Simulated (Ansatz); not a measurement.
# LiH: where the heat goes in a short trajectory

Level of theory: DFT PBE, scalar-relativistic, plane waves, PAW (Ansatz 0.2.0). Settings: plane waves to 420 eV, k-mesh 2×2×2 (shifted by 0.5, 0.5, 0.5 steps), Fermi–Dirac smearing 0.16 eV. The mesh is coarse. No spin polarisation.

16 atoms start on the lattice sites below (V = 142.4 Å³, 1.06 times the source cell's; static pressure -3.22 GPa, largest force component 0.00 eV/Å) with velocities drawn for 1800 K; constant energy, at which the real crystal may have melted, fixed cell, 123 steps of 0.5 fs.

```
CELL_PARAMETERS angstrom
-4.14473 4.14473 0.00000
-4.14473 0.00000 4.14473
0.00000 4.14473 4.14473
ATOMIC_POSITIONS crystal
Li 0.00000 0.00000 0.00000
Li 0.50000 0.00000 0.00000
Li 0.00000 0.50000 0.00000
Li 0.00000 0.00000 0.50000
Li 0.50000 0.50000 0.00000
Li 0.50000 0.00000 0.50000
Li 0.00000 0.50000 0.50000
Li 0.50000 0.50000 0.50000
H 0.75000 0.75000 0.75000
H 0.25000 0.75000 0.75000
H 0.75000 0.25000 0.75000
H 0.75000 0.75000 0.25000
H 0.25000 0.25000 0.75000
H 0.25000 0.75000 0.25000
H 0.75000 0.25000 0.25000
H 0.25000 0.25000 0.25000
```

| t (fs) | T (K) | kinetic energy (meV/atom) | potential energy over the first frame (meV/atom) | P with the kinetic part (GPa) |
| --- | --- | --- | --- | --- |
| 0.0 | 1800 | 218.1 | 0.0 | -0.42 |
| 4.0 | 1552 | 188.1 | 30.1 | 0.07 |
| 8.0 | 1027 | 124.5 | 93.8 | 1.08 |
| 12.0 | 842 | 102.1 | 116.1 | 1.56 |
| 16.0 | 954 | 115.6 | 102.5 | 1.52 |
| 20.0 | 849 | 102.8 | 115.3 | 1.70 |
| 24.0 | 659 | 79.9 | 138.3 | 2.02 |
| 28.0 | 519 | 62.9 | 155.3 | 2.31 |
| 32.0 | 531 | 64.3 | 153.9 | 2.47 |
| 36.0 | 680 | 82.4 | 135.8 | 2.44 |
| 40.0 | 648 | 78.5 | 139.7 | 2.40 |
| 44.0 | 569 | 68.9 | 149.3 | 2.08 |
| 48.0 | 702 | 85.1 | 133.1 | 1.55 |
| 52.0 | 799 | 96.8 | 121.3 | 1.48 |
| 56.0 | 765 | 92.7 | 125.5 | 1.88 |
| 60.0 | 739 | 89.5 | 128.7 | 2.29 |

T counts 3N − 3 degrees of freedom. Means over every step of the second half, not only the rows shown: T = 683 K, kinetic energy 82.7 meV/atom, potential energy 135.4 meV/atom, P = 2.06 GPa.

Does the potential energy follow equipartition for harmonic vibrations?

In a harmonic crystal each vibration holds as much potential as kinetic energy on average, here 82.7 meV/atom. The run has 135.4, a ratio of 1.64. All modes start in phase at zero potential energy, and slow ones that pass their first turning point in this window can alone give an excess; anharmonic motion or disorder setting in would add to it. At constant energy a start from the lattice sites hands about half of the kinetic energy to the potential, so T should settle near 900 K. So short a run gives a rough mean.

Split the rise of pressure into the kinetic part and the rest. Can a thermal Grüneisen parameter be estimated?

The program counts the kinetic part as N k_B T/V = 1.06 GPa. The pressure lies 5.28 GPa over the static one in all, so the forces add 4.22 GPa. The potential energy lies far over its harmonic share. So short a run, begun with all modes in phase, can do that alone, and strong anharmonicity or disorder would add to it; no γ is drawn.